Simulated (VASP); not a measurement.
Input of a VASP 6.6.1 run:

The input INCAR:

```
SYSTEM = SiC
ALGO = Normal
EDIFF = 1E-6
EDIFFG = -0.01
ENCUT = 600
GGA = PE
IBRION = 2
ISIF = 3
ISMEAR = 0
KPAR = 4
LASPH = .TRUE.
LCHARG = .FALSE.
LREAL = .FALSE.
LWAVE = .FALSE.
NELM = 80
NSW = 90
PREC = Accurate
SIGMA = 0.03
```

Contents of KPOINTS:

```
k-points
0
G
  12 12 2
  0 0 0
```

Contents of POSCAR:

```
SiC
1.0
    3.0950000000      0.0000000000      0.0000000000
   -1.5475000000      2.6803486247      0.0000000000
    0.0000000000      0.0000000000     15.1700000000
Si C
6 6
Direct
    0.0000000000      0.0000000000      0.1250000000
    0.0000000000      0.0000000000      0.6250000000
    0.3333333333      0.6666666667      0.2917000000
    0.6666666667      0.3333333333      0.7917000000
    0.3333333333      0.6666666667      0.9583000000
    0.6666666667      0.3333333333      0.4583000000
    0.0000000000      0.0000000000      0.0000000000
    0.0000000000      0.0000000000      0.5000000000
    0.3333333333      0.6666666667      0.1667000000
    0.6666666667      0.3333333333      0.6667000000
    0.3333333333      0.6666666667      0.8333000000
    0.6666666667      0.3333333333      0.3333000000
```

Potentials or basis: VASP PAW PBE potentials, release 64 (Si, C).

The run is started by

```bash
$ cat potpaw_PBE.64/Si/POTCAR potpaw_PBE.64/C/POTCAR > POTCAR
$ mpirun -np 4 vasp_std > vasp.out
```

Estimate the relaxed volume.

10.49 Å³/atom.

Estimate the band gap on the k mesh.

2.03 eV, indirect (least direct gap 3.13 eV).

Estimate the relaxed cell.

a = 3.094 Å, b = 3.094 Å, c = 15.182 Å, α = 90.00°, β = 90.00°, γ = 120.00°.

Predict the space group after relaxing (to 0.05 Å).

P6_3mc (No. 186).

Forces in eV/Å, atoms in the order of the input:
```
Si   0.000  0.000 -0.001
Si   0.000  0.000 -0.001
Si   0.000  0.000  0.004
Si   0.000  0.000  0.004
Si   0.000  0.000 -0.003
Si   0.000  0.000 -0.003
C    0.000  0.000  0.001
C    0.000  0.000  0.001
C    0.000  0.000 -0.001
C    0.000  0.000 -0.001
C    0.000  0.000 -0.001
C    0.000  0.000 -0.001
```

A k mesh can miss the band edges.
